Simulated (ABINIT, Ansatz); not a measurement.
## NaI (Fm-3m): third-order response

Which lines does NaI (Fm-3m) show in Raman and infrared spectra?

Main program and level: ABINIT 10.8.3; DFT LDA, scalar-relativistic, plane waves, PseudoDojo norm-conserving pseudopotentials.

### Step 1. Set-up

It takes space group Fm-3m (No. 225, cubic). Conventional cell: a = 6.263 Å, b = 6.263 Å, c = 6.263 Å, α = 90.00°, β = 90.00°, γ = 90.00°. Na has 6 I at 3.13 Å nearest. Nearest to I lie 6 Na at 3.13 Å. Farther neighbours and most contacts between anions are not listed.

As a file:

```cif
data_structure
_symmetry_space_group_name_H-M 'Fm-3m'
_symmetry_Int_Tables_number 225
_cell_length_a 6.2632
_cell_length_b 6.2632
_cell_length_c 6.2632
_cell_angle_alpha 90.000
_cell_angle_beta 90.000
_cell_angle_gamma 90.000
_cell_volume 245.69
loop_
_atom_site_label
_atom_site_type_symbol
_atom_site_symmetry_multiplicity
_atom_site_Wyckoff_symbol
_atom_site_fract_x
_atom_site_fract_y
_atom_site_fract_z
_atom_site_occupancy
Na1 Na 4 a 0.00000 0.00000 0.00000 1
I1 I 4 b 0.50000 0.00000 0.00000 1
```

### Step 2. Relaxing the cell and atoms

The harmonic expansion needs vanishing forces, and a free crystal bears no stress, so cell and atoms are brought to rest. Stress is more sensitive to the basis than forces are: the last 3 Ha under the cutoff are smoothed with ecutsm, and the cutoff is raised above that of the later runs.

The starting cell comes from a relaxation made beforehand in Ansatz (LDA, PseudoDojo NC).

Input file relax.abi:

```
# relaxation
ionmov 2
optcell 2
dilatmx 1.08
ntime 40
tolmxf 1.0d-05
tolvrs 1.0d-14
prtwf 0
prtden 0
chksymtnons 0

# basis, mesh and filling
ecut 47.0
ecutsm 3.0
ngkpt 6 6 6
nshiftk 1
shiftk 0.0 0.0 0.0
istwfk *1
occopt 1
nband 8
nstep 100
diemac 9.0
prtebands 0
prtgsr 0

# cell and atoms
acell 3*1.0 Angstrom
rprim 
    0.0 3.131602589 3.131602589
    3.131602589 0.0 3.131602589
    3.131602589 3.131602589 0.0
ntypat 2
znucl 11 53
natom 2
typat 1 2
xred 
    0.0 0.0 0.0
    0.5 0.5 0.5
pp_dirpath "./pseudo"
pseudos "Na.upf, I.upf"
```

The run is started by

```
OMP_NUM_THREADS=1 mpirun -n 4 abinit relax.abi > relax.log
```

Numbers of over 12 decimals in the logs are rounded to 6 here.

relax.abo, the main output file:

```text
[banners, grids, parts of the stress and lines that vanish by symmetry left out]
- input  file    -> relax.abi
- output file    -> relax.abo
- root for input  files -> relaxi
[...]
Symmetries : space group Fm -3 m (#225); Bravais cF (face-center cubic)
[...]
mpw =        8080          nfft =      216000          nkpt =          16
[...]
== DATASET  1 ==================================================================
[...]
cutoff_energies: {ecut:  47.0, pawecutdg:  -1.0, }
[...]
ETOT  1  -58.355772384022    -5.836E+01 7.084E-01 5.840E+01
 ETOT  2  -58.721857213640    -3.661E-01 1.044E-05 5.921E+00
 ETOT  3  -58.722708232115    -8.510E-04 8.059E-06 1.679E-01
 ETOT  4  -58.722729901637    -2.167E-05 1.606E-07 1.096E-02
 ETOT  5  -58.722730513516    -6.119E-07 2.764E-09 4.762E-04
[...]
ETOT 10  -58.722730534779    -4.349E-12 9.200E-18 1.811E-14
 ETOT 11  -58.722730534776     2.835E-12 9.849E-21 1.198E-16
 At SCF step   11       vres2   =  1.20E-16 < tolvrs=  1.00E-14 =>converged.
[...]
sigma(1 1)= -4.88622213E-09  sigma(3 2)=  0.00000000E+00
  sigma(2 2)= -4.88622213E-09  sigma(3 1)=  0.00000000E+00
  sigma(3 3)= -4.88622213E-09  sigma(2 1)=  0.00000000E+00
[...]
convergence: {deltae:  2.835E-12, res2:  1.198E-16, residm:  9.849E-21, diffor: null, }
etotal    :  -5.87227305E+01
[...]
At Broyd/MD step   1, gradients are converged :
[...]
sigma(1 1)= -4.88622213E-09  sigma(3 2)=  0.00000000E+00
  sigma(2 2)= -4.88622213E-09  sigma(3 1)=  0.00000000E+00
  sigma(3 3)= -4.88622213E-09  sigma(2 1)=  0.00000000E+00
[...]
- sigma(1 1)= -1.43757618E-04  sigma(3 2)=  0.00000000E+00
- sigma(2 2)= -1.43757618E-04  sigma(3 1)=  0.00000000E+00
- sigma(3 3)= -1.43757618E-04  sigma(2 1)=  0.00000000E+00
[...]
fcart     -0.0000000000E+00 -0.0000000000E+00 -0.0000000000E+00
           strten     -4.8862221292E-09 -4.8862221287E-09 -4.8862221305E-09
================================================================================

[key lines of the parts left out:]
pressure_GPa:   1.4376E-04
Total energy (etotal) [Ha]= -5.87227305347760E+01
```

It took 8.5 s on 4 MPI ranks of Intel Xeon 6975P-C (Granite Rapids), shared host.

Little changed from the start: no atom moved by 0.005 Å and no cell edge by 0.1 %.

Numbers from this step:

```yaml
volume_per_atom: 30.71 Å³
pressure: 1.44e-4 GPa
```

### Step 3. Ground state

First-order wavefunctions inherit every error of the ground state, hence the very tight tolvrs. The mesh is shifted off Γ, since shifted meshes converge sums over the zone faster.

Input file gs.abi:

```
# ground state
tolvrs 1.0d-16
prtden 1
prtwf 1

# basis, mesh and filling
ecut 38.0
ngkpt 4 4 4
nshiftk 4
shiftk 
    0.5 0.5 0.5
    0.5 0.0 0.0
    0.0 0.5 0.0
    0.0 0.0 0.5
istwfk *1
occopt 1
nband 8
nstep 100
diemac 9.0
prtebands 0
prtgsr 0

# cell and atoms
acell 3*1.0 Angstrom
rprim 
    0.0 3.131602591 3.131602591
    3.131602591 0.0 3.131602591
    3.131602591 3.131602591 0.0
ntypat 2
znucl 11 53
natom 2
typat 1 2
xred 
    0.0 0.0 0.0
    0.5 0.5 0.5
pp_dirpath "./pseudo"
pseudos "Na.upf, I.upf"
```

The run is started by

```
OMP_NUM_THREADS=1 mpirun -n 4 abinit gs.abi > gs.log
```

gs.abo, the main output file:

```text
[banners, grids, parts of the stress and lines that vanish by symmetry left out]
- input  file    -> gs.abi
- output file    -> gs.abo
- root for input  files -> gsi
[...]
Symmetries : space group Fm -3 m (#225); Bravais cF (face-center cubic)
[...]
mpw =        4656          nfft =      110592          nkpt =          10
[...]
== DATASET  1 ==================================================================
[...]
cutoff_energies: {ecut:  38.0, pawecutdg:  -1.0, }
[...]
ETOT  1  -58.422776517116    -5.842E+01 7.694E-01 2.322E+01
 ETOT  2  -58.722528469350    -2.998E-01 8.971E-04 4.277E-01
 ETOT  3  -58.722567343215    -3.887E-05 1.138E-06 1.524E-02
 ETOT  4  -58.722567840340    -4.971E-07 7.025E-09 3.703E-03
 ETOT  5  -58.722568113728    -2.734E-07 4.531E-09 2.170E-04
[...]
ETOT 11  -58.722568176165    -2.451E-12 3.054E-20 2.029E-16
 ETOT 12  -58.722568176166    -7.887E-13 1.039E-22 1.146E-18
 At SCF step   12       vres2   =  1.15E-18 < tolvrs=  1.00E-16 =>converged.
[...]
sigma(1 1)=  7.63935380E-06  sigma(3 2)=  0.00000000E+00
  sigma(2 2)=  7.63935380E-06  sigma(3 1)=  0.00000000E+00
  sigma(3 3)=  7.63935380E-06  sigma(2 1)=  0.00000000E+00
[...]
convergence: {deltae: -7.887E-13, res2:  1.146E-18, residm:  1.039E-22, diffor: null, }
etotal    :  -5.87225682E+01
[...]
sigma(1 1)=  7.63935380E-06  sigma(3 2)=  0.00000000E+00
  sigma(2 2)=  7.63935380E-06  sigma(3 1)=  0.00000000E+00
  sigma(3 3)=  7.63935380E-06  sigma(2 1)=  0.00000000E+00
[...]
- sigma(1 1)=  2.24757549E-01  sigma(3 2)=  0.00000000E+00
- sigma(2 2)=  2.24757549E-01  sigma(3 1)=  0.00000000E+00
- sigma(3 3)=  2.24757549E-01  sigma(2 1)=  0.00000000E+00
[...]
fcart     -0.0000000000E+00 -0.0000000000E+00 -0.0000000000E+00
           strten      7.6393538042E-06  7.6393538042E-06  7.6393538042E-06
================================================================================

[key lines of the parts left out:]
pressure_GPa:  -2.2476E-01
```

Wall time 4.7 s (4 MPI ranks); 18 s of CPU time.

Read from the output:

* pressure: -0.2248 GPa

The cell stands at -0.22 GPa: the relaxation ran with a smoothed and higher cutoff and on another k mesh.

### Step 4. Empty bands

Empty bands on the ground state's density check that the gap assumed so far is there in this cell.

Input file gap.abi:

```
# empty bands on the ground state's density
iscf -2
getden_filepath "gso_DEN"
tolwfr 1.0d-12
nbdbuf 2
prtwf 0

# basis, mesh and filling
ecut 38.0
ngkpt 6 6 6
nshiftk 1
shiftk 0.0 0.0 0.0
istwfk *1
occopt 1
nband 12
nstep 100
diemac 9.0
prtebands 0
prtgsr 0

# cell and atoms
acell 3*1.0 Angstrom
rprim 
    0.0 3.131602591 3.131602591
    3.131602591 0.0 3.131602591
    3.131602591 3.131602591 0.0
ntypat 2
znucl 11 53
natom 2
typat 1 2
xred 
    0.0 0.0 0.0
    0.5 0.5 0.5
pp_dirpath "./pseudo"
pseudos "Na.upf, I.upf"
```

The run is started by

```
OMP_NUM_THREADS=1 mpirun -n 4 abinit gap.abi > gap.log
```

gap.abo, the main output file:

```text
[banners, grids, parts of the stress and lines that vanish by symmetry left out]
- input  file    -> gap.abi
- output file    -> gap.abo
- root for input  files -> gapi
[...]
Symmetries : space group Fm -3 m (#225); Bravais cF (face-center cubic)
[...]
mpw =        4669          nfft =      110592          nkpt =          16
[...]
== DATASET  1 ==================================================================
[...]
cutoff_energies: {ecut:  38.0, pawecutdg:  -1.0, }
[...]
-outvars: echo values of variables after computation
            acell      1.8897261259E+00  1.8897261259E+00  1.8897261259E+00 Bohr
================================================================================
```

Elapsed: 3.9 s, on 4 MPI ranks.

Numbers from this step:

| Property | Result |
| --- | --- |
| gap on the k-mesh | 3.610 eV |

In this cell the gap on the mesh is 3.6 eV, direct, so fixed occupations hold.

### Step 5. Linear response at Γ

The derivative of the wavefunctions by k comes first, since the response to a field is built on it; then the field and the displacements that symmetry doesn't supply are solved at q = 0. By the 2n+1 theorem the first-order wavefunctions also give third derivatives: Raman tensors and the non-linear susceptibility.

It reads the wavefunctions written in step 3.

Input file dfpt_gamma.abi:

```
ndtset 3

# common to the responses
getwfk_filepath "gso_WFK"
kptopt 2
nqpt 1
qpt 0.0 0.0 0.0
asr 0
chneut 0

# d/dk
rfelfd1 2
rfdir1 1 1 1
iscf1 -3
tolwfr1 1.0d-20

# displacements, field
rfphon2 1
rfatpol2 1 2
rfdir2 1 1 1
rfelfd2 3
getddk2 1
tolvrs2 1.0d-10
prepanl2 1
prtden2 1

# third order
optdriver3 5
getden_filepath3 "gso_DEN"
get1den3 2
get1wf3 2
getddk3 1
d3e_pert1_elfd3 1
d3e_pert1_phon3 1
d3e_pert1_atpol3 1 2
d3e_pert1_dir3 1 1 1
d3e_pert2_elfd3 1
d3e_pert2_dir3 1 1 1
d3e_pert3_elfd3 1
d3e_pert3_dir3 1 1 1
usepead3 1
tolvrs3 1.0d-10

# basis, mesh and filling
ecut 38.0
ngkpt 4 4 4
nshiftk 4
shiftk 
    0.5 0.5 0.5
    0.5 0.0 0.0
    0.0 0.5 0.0
    0.0 0.0 0.5
istwfk *1
occopt 1
nband 8
nstep 100
diemac 9.0
prtebands 0
prtgsr 0

# cell and atoms
acell 3*1.0 Angstrom
rprim 
    0.0 3.131602591 3.131602591
    3.131602591 0.0 3.131602591
    3.131602591 3.131602591 0.0
ntypat 2
znucl 11 53
natom 2
typat 1 2
xred 
    0.0 0.0 0.0
    0.5 0.5 0.5
pp_dirpath "./pseudo"
pseudos "Na.upf, I.upf"
```

The run is started by

```
OMP_NUM_THREADS=1 mpirun -n 4 abinit dfpt_gamma.abi > dfpt_gamma.log
```

dfpt_gamma.abo, the main output file:

```text
[banners, grids, parts of the stress and lines that vanish by symmetry left out]
- input  file    -> dfpt_gamma.abi
- output file    -> dfpt_gamma.abo
- root for input  files -> dfpt_gammai
[...]
DATASET    1 : space group Fm -3 m (#225); Bravais cF (face-center cubic)
[...]
nfft =      110592          nkpt =         128
[...]
DATASET    2 : space group Fm -3 m (#225); Bravais cF (face-center cubic)
[...]
nfft =      110592          nkpt =         128
[...]
DATASET    3 : space group Fm -3 m (#225); Bravais cF (face-center cubic)
[...]
mpw =        4656          nfft =      110592          nkpt =         128
[...]
== DATASET  1 ==================================================================
[...]
cutoff_energies: {ecut:  38.0, pawecutdg:  -1.0, }
[...]
- 53.00000   7.00000  180309                  znucl, zion, pspdat
[...]
Perturbation : derivative vs k along direction   1
[...]
-ETOT  1  -16.017313735042     -1.602E+01 5.126E-02 0.000E+00
 ETOT  2  -16.024647439469     -7.334E-03 3.279E-05 0.000E+00
 ETOT  3  -16.024650601137     -3.162E-06 1.167E-07 0.000E+00
 ETOT  4  -16.024650603673     -2.536E-09 5.581E-11 0.000E+00
 ETOT  5  -16.024650603675     -2.732E-12 8.603E-14 0.000E+00
[...]
At SCF step    8   max residual=  9.96E-21 < tolwfr=  1.00E-20 =>converged.
[...]
Perturbation : derivative vs k along direction   2
[...]
-ETOT  1  -16.017313734847     -1.602E+01 5.126E-02 0.000E+00
[...]
At SCF step    8   max residual=  9.96E-21 < tolwfr=  1.00E-20 =>converged.
[...]
Perturbation : derivative vs k along direction   3
[...]
-ETOT  1  -16.017313734652     -1.602E+01 5.126E-02 0.000E+00
[...]
At SCF step    8   max residual=  9.96E-21 < tolwfr=  1.00E-20 =>converged.
[...]
1        1       1.4525055410   -0.0000000000
     1        2       0.7262527705   -0.0000000000
     1        3       0.7262527705   -0.0000000000
     2        1       0.7262527705   -0.0000000000
     2        2       1.4525055410   -0.0000000000
     2        3       0.7262527705    0.0000000000
     3        1       0.7262527705   -0.0000000000
     3        2       0.7262527705    0.0000000000
     3        3       1.4525055410    0.0000000000
[...]
== DATASET  2 ==================================================================
[...]
cutoff_energies: {ecut:  38.0, pawecutdg:  -1.0, }
[...]
Perturbation : displacement of atom   1   along direction   1
[...]
-ETOT  1   4.410401     -1.454E+04 1.601E+01 1.444E+02
[...]
At SCF step   10       vres2   =  9.14E-13 < tolvrs=  1.00E-10 =>converged.
[...]
Perturbation : displacement of atom   2   along direction   1
[...]
-ETOT  1   1.032674     -3.089E+02 1.136E+00 7.166E+02
[...]
At SCF step    9       vres2   =  4.39E-12 < tolvrs=  1.00E-10 =>converged.
[...]
Perturbation : homogeneous electric field along direction   1
[...]
-ETOT  1  -62.058361788754     -6.206E+01 7.209E-01 6.487E+04
[...]
At SCF step   10       vres2   =  9.95E-13 < tolvrs=  1.00E-10 =>converged.
[...]
Perturbation : homogeneous electric field along direction   2
[...]
-ETOT  1  -62.058361787986     -6.206E+01 7.209E-01 6.487E+04
[...]
At SCF step   10       vres2   =  9.95E-13 < tolvrs=  1.00E-10 =>converged.
[...]
Perturbation : homogeneous electric field along direction   3
[...]
-ETOT  1  -62.058361787220     -6.206E+01 7.209E-01 6.487E+04
[...]
ETOT  9  -73.468653515017     -4.746E-12 1.243E-14 5.210E-10
 ETOT 10  -73.468653515017     -1.563E-13 2.763E-16 9.952E-13
 At SCF step   10       vres2   =  9.95E-13 < tolvrs=  1.00E-10 =>converged.
[...]
Dielectric tensor, in cartesian coordinates,
[...]
1    4   1    4         3.6344832258        -0.0000000000
   1    4   2    4         0.0000000000        -0.0000000000
   1    4   3    4         0.0000000000        -0.0000000000
   2    4   1    4         0.0000000000        -0.0000000000
   2    4   2    4         3.6344832258        -0.0000000000
   2    4   3    4         0.0000000000        -0.0000000000
   3    4   1    4         0.0000000000        -0.0000000000
   3    4   2    4         0.0000000000        -0.0000000000
   3    4   3    4         3.6344832258        -0.0000000000
  Effective charges, in cartesian coordinates,
[...]
1    1   1    4         1.1676056287         0.0000000000
   2    1   1    4         0.0000000000         0.0000000000
   3    1   1    4        -0.0000000000         0.0000000000
   1    2   1    4        -1.1677190706         0.0000000000
   2    2   1    4        -0.0000000000         0.0000000000
[...]
Effective charges, in cartesian coordinates,
[...]
2    4   1    2         0.0000000000         0.0000000000
   3    4   1    2         0.0000000000         0.0000000000
   1    4   2    2        -0.0000000000         0.0000000000
   2    4   2    2        -1.1677190713         0.0000000000
   3    4   2    2        -0.0000000000         0.0000000000
   1    4   3    2         0.0000000000         0.0000000000
   2    4   3    2         0.0000000000         0.0000000000
   3    4   3    2        -1.1677190713         0.0000000000
  Phonon wavevector (reduced coordinates) :  0.00000  0.00000  0.00000
 Phonon energies in Hartree :
[...]
Phonon frequencies in cm-1    :
-  4.622537E+00  4.622537E+00  4.622537E+00  1.306343E+02  1.306343E+02
-  1.306343E+02
  Phonon at Gamma, with non-analyticity in the
[...]
Phonon energies in Hartree :
[...]
Phonon frequencies in cm-1    :
-  4.622537E+00  4.622537E+00  4.630414E+00  1.306343E+02  1.306343E+02
-  1.802902E+02
  Phonon at Gamma, with non-analyticity in the
[...]
Phonon energies in Hartree :
[...]
Phonon frequencies in cm-1    :
-  4.622537E+00  4.622537E+00  4.630414E+00  1.306343E+02  1.306343E+02
-  1.802902E+02
  Phonon at Gamma, with non-analyticity in the
[...]
Phonon energies in Hartree :
[...]
Phonon frequencies in cm-1    :
-  4.622537E+00  4.622537E+00  4.630414E+00  1.306343E+02  1.306343E+02
-  1.802902E+02
[...]
== DATASET  3 ==================================================================
[...]
cutoff_energies: {ecut:  38.0, pawecutdg:  -1.0, }
[...]
1          1       -0.000000000       -0.000000000       -0.000000000
[...]
1          2       -0.000000000       -0.000000000       -0.000000000
[...]
1          3       -0.000000000       -0.000000000       -0.000000000
[...]
2          1       -0.000000000       -0.000000000       -0.000000000
[...]
2          2       -0.000000000       -0.000000000       -0.000000000
[...]
2          3       -0.000000000       -0.000000000       -0.000000000
[...]
strten2     0.0000000000E+00  0.0000000000E+00  0.0000000000E+00
           strten3     0.0000000000E+00  0.0000000000E+00  0.0000000000E+00
================================================================================
```

The job ended after 3 min (4 MPI ranks; 12 min of CPU time).

Read from the output:

```
miss of the charge sum rule                                       : 1.13e-4 e
largest acoustic frequency at the zone centre before the sum rule : 4.62 cm⁻¹
highest optical zone-centre mode (no LO-TO term)                  : 130.6 cm⁻¹
lowest optical zone-centre mode                                   : 130.6 cm⁻¹
mean high-frequency dielectric constant                           : 3.635
largest Born charge in size (third of the trace)                  : 1.168 e
```

Born charge (rows field, columns displacement), before the sum rule (e), principal values of the symmetric part by kind of site:

```
atom  atoms with these values    low  middle   high   mean
 Na1                        1   1.17    1.17   1.17   1.17
  I2                        1  -1.17   -1.17  -1.17  -1.17
```

In full for I2:

```
-1.17  0.00  0.00
 0.00 -1.17  0.00
 0.00  0.00 -1.17
```

High-frequency dielectric tensor:

```
3.63 0.00 0.00
0.00 3.63 0.00
0.00 0.00 3.63
```

The acoustic modes at Γ come out as far as 4.6 cm⁻¹ from zero, where they should vanish, a small numerical error; the Born charges miss their sum rule by 1.1e-4 e, which is good.

(Part 1 of 3 ends here.)

[Host names and launcher messages were left out of these logs when they were recorded.]

[Logs are printed without paths, hosts, clocks, repeated set-up lines and the standing remarks that a program may print on its own settings, such as how far it seeks lower states.]

[Hosts, paths, dates, database ids (printed as entryN), source tags and the programs' standing remarks are cut or masked in the printed files.]
